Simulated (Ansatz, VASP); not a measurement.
**Two plane-wave programs on AlNi**

```
Ni Al
1.0
     0.00000    2.42943    2.42943
     2.42943    0.00000    2.42943
     2.42943    2.42943    0.00000
Ni Al
1 1
Cartesian
  0.0000 0.0000 0.0000
  2.4294 2.4294 2.4294
```

Change from the starting cell: volume scaled by 1, PAW files.

Alike in both runs: task single point; functional PBE; k mesh 15 × 15 × 15; occupations fermi-dirac, width 0.1 eV; no spin polarisation.

```csv
,VASP,Ansatz
version,VASP 6.6.1,Ansatz 0.2.0
potentials or method,"VASP PAW PBE potentials, release 64 (Ni, Al)","PAW with Ansatz's default frozen-core files, scalar-relativistic"
plane-wave cutoff (eV),520,420
valence electrons in the cell,13,21
```

```csv
,VASP,Ansatz,Ansatz less VASP
pressure (GPa),0.0,0.0,0.00
```

The two sets of potentials don't hold the same shells in valence.

Spin polarisation is off, so any magnetic state and its effect on volume and gap are missing.
